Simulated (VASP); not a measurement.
A run of VASP 6.6.1 is set up as follows.

run.py

```python
from ase.calculators.vasp import Vasp
from ase.dft.bandgap import bandgap
from ase.spacegroup import crystal

atoms = crystal(
    ['Hf'],
    basis=[[0.0, 0.0, 0.0]],
    spacegroup=229,
    setting=1,
    cellpar=[3.61, 3.61, 3.61, 90.0, 90.0, 90.0],
    primitive_cell=True,
)
calc = Vasp(
    directory='calc',
    xc='rpbe',
    pp='PBE',
    setups='gw',
    prec='Accurate',
    encut=550,
    ediff=1e-06,
    ismear=0,
    sigma=0.1,
    lreal=False,
    lasph=True,
    nelm=80,
    algo='Normal',
    isif=2,
    lwave=False,
    lcharg=False,
    kpts=[10, 10, 10],
    gamma=True,
)
atoms.calc = calc

print('energy (eV):', atoms.get_potential_energy())
print('free energy (eV):', atoms.get_potential_energy(force_consistent=True))
print('forces (eV/A):')
print(atoms.get_forces())
print('stress (eV/A^3, Voigt):', atoms.get_stress())
print('Fermi level (eV):', calc.get_fermi_level())
gap, top, bottom = bandgap(calc)
print('band gap (eV):', gap, 'from (spin, k, band)', top, 'to', bottom)
```

Potentials or basis: VASP PAW PBE potentials, release 64 (Hf_sv_GW).

Launch:

```bash
$ python run.py
```

Q: What does it give for the pressure?

A: -2.7 GPa.

Q: Estimate the band gap on the k mesh.

A: None (metal or under the smearing width).

Caveat: the PAW data sets were made with another functional, which shifts forces and pressure a little. Spin-orbit coupling is left out, which matters for the levels of Hf.
